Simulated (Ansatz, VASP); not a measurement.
# Two plane-wave programs on CdTe

```xyz
2
Lattice="0.0000 3.1048 3.4153 3.1048 0.0000 3.4153 3.1048 3.1048 0.0000" Properties=species:S:1:pos:R:3 pbc="T T T"
Cd    0.0000    0.0000    0.0000
Te    4.6572    4.6572    5.1229
```

Alike in both runs: task single point; functional PBE; k mesh 8 × 8 × 8; occupations gaussian, width 0.05 eV; no spin polarisation.

|  | VASP | Ansatz |
| --- | --- | --- |
| version | VASP 6.6.1 | Ansatz 0.2.0 |
| potentials or method | VASP PAW PBE potentials, release 64 (Cd, Te) | scalar-relativistic, plane waves, PAW |
| plane-wave cutoff (eV) | 520 | 420 |
| valence electrons in the cell | 18 | 36 |

```csv
,VASP,Ansatz,Ansatz less VASP
gap on the k mesh at the Fermi level (eV),0.71,0.71,0.000
least direct gap on the mesh (eV),0.71,0.71,0.000
pressure (GPa),4.2,4.1,-0.15
largest component of the traceless stress (GPa),1.07,1.07,+0.006
```

The functional is the same, so the differences come from potentials, cutoffs and numerics. The two sets of potentials don't hold the same shells in valence.

Caveats: spin-orbit coupling is left out, which moves the levels of the heavy elements. As with any semilocal functional, this PBE gap is likely too small.
